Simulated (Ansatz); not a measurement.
HfN, DFT, PBEsol, PAW with Ansatz's default frozen-core files, scalar-relativistic (Ansatz 0.2.0), run on 1 thread of Arm Neoverse V1 on a shared host.

The geometry is COD entry 1539063, unchecked; take it as a test cell.

Command: `ansatz run input.yaml --threads 1 --pin off --max-ram 2048MiB --backend cpu --events-out ev --progress --plain --runs-dir out`

```yaml
crystal:
  lattice:
    - [0.0, 2.259, 2.259]
    - [2.259, 0.0, 2.259]
    - [2.259, 2.259, 0.0]
  atoms:
    - { symbol: Hf, position: [0.0, 0.0, 0.0] }
    - { symbol: "N", position: [0.5, 0.5, 0.5] }
kpoints:
  mp_grid: { grid: [10, 10, 10] }
  band_path:
    path:
      - [0.0, 0.0, 0.0]
      - [0.5, 0.0, 0.5]
      - [0.625, 0.25, 0.625]
      - [0.375, 0.375, 0.75]
      - [0.0, 0.0, 0.0]
      - [0.5, 0.5, 0.5]
      - [0.5, 0.25, 0.75]
      - [0.5, 0.0, 0.5]
    npoints: 5
scf:
  occupations: { method: fermi_dirac, width: 0.03 }
hamiltonian:
  xc: pbesol
  pseudopotentials: { kind: paw }
output:
  forces: true
  stress: true
  eigenvalues: true
  efg: { contact_densities: true }
```

Question: How large is the problem that the program sets up?

Answer: 47 irreducible k-points, 459 plane waves at Γ, 20 bands.

Question: About how long does it take, and how much memory does it use?

Answer: 4.5 s of wall time for 7 SCF iterations, with a peak of 0.36 GiB. Times on shared machines scatter by tens of per cent.

Question: And the same cell and mesh by all-electron LAPW, asked for forces, stress, eigenvalues and the same band path, on the same hardware?

Answer: 15 s, peak memory 0.33 GiB.
